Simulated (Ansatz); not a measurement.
Base system: BeO in the wurtzite structure (space group P6_3mc, No. 186).

```
BeO
1.0
    2.71181     0.00000     0.00000
   -1.35591     2.34850     0.00000
    0.00000     0.00000     4.40456
Be O
2 2
Direct
  0.66667   0.33333   0.00149
  0.33333   0.66667   0.50149
  0.66667   0.33333   0.62371
  0.33333   0.66667   0.12371
```

Cartesian axes are those of the cell as printed.

Calculations: PBE (Ansatz, a quantum-chemistry and plane-wave program, PAW, scalar-relativistic without spin-orbit coupling).

One thing is altered: a free-standing slab of 3 layers (12 atoms, 4 a layer) is cut normal to the y axis, with 15 Å of vacuum and the in-plane cell held at bulk.

Predict the new gap character.

The gap character amounts to indirect, Γ–X (20 % along) → Γ.

What does the calculation give for the excess energy per area of both faces after the change?

The excess energy per area of both faces (slab less bulk energy over the cell's area: twice a surface energy) is 2.53 J/m².

The excess energy carries the mismatch between the slab's and the bulk's meshes. Whether these cells are dynamically stable was not tested. Labels are those of the standard path for the cell's own space group.
